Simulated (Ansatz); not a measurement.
Crystal: InSe.

```
In Se
1.0
     4.04733    0.00000    0.00000
    -2.02366    3.50509    0.00000
     0.00000    0.00000   18.05206
In Se
4 4
Direct
  0.33333 0.66667 0.07739
  0.33333 0.66667 0.92261
  0.00000 0.00000 0.42261
  0.00000 0.00000 0.57739
  0.33333 0.66667 0.35298
  0.33333 0.66667 0.64702
  0.66667 0.33333 0.14700
  0.66667 0.33333 0.85300
```

Measurements of this composition are mostly on another form, of space group No. 160.

| Property | Result |
| --- | --- |
| Program | Ansatz 0.2.0 |
| Task | relaxation of cell and atoms |
| Functional | LDA |
| Potentials or basis | Ansatz PAW |
| Cutoff | 420 eV (not typed: the program's choice for these potentials) |
| k mesh | 8 × 8 × 2 |
| Occupations | fermi-dirac, width 0.05 eV |
| Spin | no spin polarisation |

At the start: volume 32.01 Å³/atom.

Q: Where does the relaxation end?

A: It ends after 8 steps and the volume is 27.81 Å³/atom (-13.1 %); space group P-6m2 (No. 187, to 0.05 Å).

The path:
```csv
step,energy change (eV),largest force (eV/Å),volume (Å³)
1,0.0000,0.1532,256.09
2,-0.0784,0.4048,226.67
3,-0.1884,0.0397,228.94
4,-0.2241,0.0584,219.60
5,-0.2260,0.0545,224.30
6,-0.2284,0.0153,222.57
7,-0.2284,0.0003,222.46
8,-0.2242,0.0006,222.46
```

Final structure:
```
In Se
1.0
     3.97333    0.00000    0.00000
    -1.98666    3.44100    0.00000
     0.00000    0.00000   16.27066
In Se
4 4
Direct
  0.33333 0.66667 0.08427
  0.33333 0.66667 0.91573
  0.00000 0.00000 0.41574
  0.00000 0.00000 0.58426
  0.33333 0.66667 0.33789
  0.33333 0.66667 0.66211
  0.66667 0.33333 0.16218
  0.66667 0.33333 0.83782
```

Caveat: the plane-wave basis is chosen anew once the cell has moved, so the energies of steps on either side of that aren't comparable; the PAW data sets come from PBE, with cores solved anew for the run's functional, which leaves a small shift of forces and pressure.
